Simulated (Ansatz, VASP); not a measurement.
This is a calculation of ZnS (Wurtzite-2H) for VASP 6.6.1.

INCAR

```
SYSTEM = ZnS
PREC = Accurate
ENCUT = 900
EDIFF = 1E-6
ISMEAR = -1
SIGMA = 0.05
LREAL = .False.
LASPH = .True.
NELM = 100
ALGO = Normal
ISIF = 2
LWAVE = .False.
LCHARG = .False.
GGA = PE
```

File KPOINTS:

```
Automatic mesh
0
Gamma
  8 8 5
  0 0 0
```

Contents of POSCAR:

```
ZnS
1.0
    3.8110000000      0.0000000000      0.0000000000
   -1.9055000000      3.3004228138      0.0000000000
    0.0000000000      0.0000000000      6.2340000000
Zn S
2 2
Direct
    0.6666666667      0.3333333333      0.5000000000
    0.3333333333      0.6666666667      0.0000000000
    0.6666666667      0.3333333333      0.8850000000
    0.3333333333      0.6666666667      0.3850000000
```

File KPOINTS_OPT:

```
path GMKGALHA,LM,KH
10
line-mode
reciprocal
 0.0000000000  0.0000000000  0.0000000000  G
 0.5000000000  0.0000000000  0.0000000000  M

 0.5000000000  0.0000000000  0.0000000000  M
 0.3333333333  0.3333333333  0.0000000000  K

 0.3333333333  0.3333333333  0.0000000000  K
 0.0000000000  0.0000000000  0.0000000000  G

 0.0000000000  0.0000000000  0.0000000000  G
 0.0000000000  0.0000000000  0.5000000000  A

 0.0000000000  0.0000000000  0.5000000000  A
 0.5000000000  0.0000000000  0.5000000000  L

 0.5000000000  0.0000000000  0.5000000000  L
 0.3333333333  0.3333333333  0.5000000000  H

 0.3333333333  0.3333333333  0.5000000000  H
 0.0000000000  0.0000000000  0.5000000000  A

 0.5000000000  0.0000000000  0.5000000000  L
 0.5000000000  0.0000000000  0.0000000000  M

 0.3333333333  0.3333333333  0.0000000000  K
 0.3333333333  0.3333333333  0.5000000000  H
```

Potentials or basis: VASP PAW PBE potentials, release 64 (Zn, S_h).

Launch:

```console
$ cat potpaw_PBE.64/Zn/POTCAR potpaw_PBE.64/S_h/POTCAR > POTCAR
$ mpirun -np 1 vasp_std > vasp.out
```

Problem. Set up the same calculation for Ansatz 0.2.0. Potentials there: Ansatz PAW.

Solution. As run (the cutoff follows the program's own potentials):

input.yaml

```yaml
crystal:
  lattice:
    - [3.811, 0.0, 0.0]
    - [-1.9055, 3.3004228138, 0.0]
    - [0.0, 0.0, 6.234]
  atoms:
    - { symbol: Zn, position: [0.6666666667, 0.3333333333, 0.5] }
    - { symbol: Zn, position: [0.3333333333, 0.6666666667, 0.0] }
    - { symbol: S, position: [0.6666666667, 0.3333333333, 0.885] }
    - { symbol: S, position: [0.3333333333, 0.6666666667, 0.385] }
hamiltonian:
  xc: pbe
  pseudopotentials: { kind: paw }
kpoints:
  mp_grid: { grid: [8, 8, 5] }
  band_path:
    path:
      - [[0.0, 0.0, 0.0], [0.5, 0.0, 0.0], [0.3333333333, 0.3333333333, 0.0], [0.0, 0.0, 0.0], [0.0, 0.0, 0.5], [0.5, 0.0, 0.5], [0.3333333333, 0.3333333333, 0.5], [0.0, 0.0, 0.5]]
      - [[0.5, 0.0, 0.5], [0.5, 0.0, 0.0]]
      - [[0.3333333333, 0.3333333333, 0.0], [0.3333333333, 0.3333333333, 0.5]]
    npoints: 14
scf:
  occupations: { method: fermi_dirac, width: 0.05 }
  n_extra_bands: 10
output:
  forces: true
  stress: true
  eigenvalues: true
  fatbands: false
```

Potentials or basis: Ansatz PAW.

Launch:

```console
$ ansatz run input.yaml --threads 2 --pin off --max-ram 5632MiB --backend cpu --events-out ev --progress --plain --runs-dir out
```

Both were run:

|  | VASP | Ansatz | Ansatz less VASP |
| --- | --- | --- | --- |
| gap on the k mesh at the Fermi level (eV) | 2.25 | 2.25 | -0.004 |
| least direct gap on the mesh (eV) | 2.25 | 2.25 | -0.004 |
| gap along the band path (eV) | 2.25 | 2.25 | -0.004 |
| pressure (GPa) | 2.6 | 2.3 | -0.25 |
| largest component of the traceless stress (GPa) | 1.39 | 1.35 | -0.037 |
| rms of the force components (eV/Å) | 0.187 | 0.184 | -0.0028 |

Atom by atom the forces differ by 0.003 eV/Å (rms over components).

A hybrid or GW would open this gap; PBE tends to underestimate it.
